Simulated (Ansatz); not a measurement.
Calculated core-level photoemission for CsBr

Cell: a Materials Project structure (computed, not necessarily an observed phase), taken as it stands, repeated to a supercell; a hole's nearest image is 7.5 Å away.

Space group Pm-3m (No. 221); a = 4.3256 Å.

| site | Wyckoff | site symmetry | x | y | z |
| --- | --- | --- | --- | --- | --- |
| Cs1 | 1a | m-3m | 0.0000 | 0.0000 | 0.0000 |
| Br5 | 1b | m-3m | 0.5000 | 0.5000 | 0.5000 |

One atom of each set is listed; the run and its k-mesh use a cell of 8 atoms with edges of 7.49, 7.49, 7.49 Å.

Computed with Ansatz: DFT, PBE, plane waves and PAW, scalar-relativistic, 420 eV cutoff, Γ-centred 3×3×3 k-points, fixed occupations.

Each value is a total-energy difference between the cell with one core hole and the ground state (ΔSCF), counted from the top of the valence band. The cell with the hole is spin-polarised, as the shell with the hole is left with one unpaired spin. The periodic images are corrected with the calculated ε∞ = 3.02.

Q: Give the Cs 3d, Br 3d lines of each distinct site.

A: 

| line | atom | first shell | E_B (eV) | j = l + ½ / j = l − ½ (eV) |
| --- | --- | --- | --- | --- |
| Cs 3d | 1 | 8 Br at 3.75 Å | 723.3 | 717.8 / 731.7 |
| Br 3d | 5 | 8 Cs at 3.75 Å | 66.7 | 66.3 / 67.3 |

For p, d and f shells E_B is the weighted mean of the two lines, whose splitting comes from the free atom's Dirac orbitals.

The program doubts some values: the cell is too small to check the potential alignment. Absolute PBE values can be off by an eV or more, and the 3d and 4f lines of heavy atoms by several eV. Multiplets, satellites and widths aren't calculated.
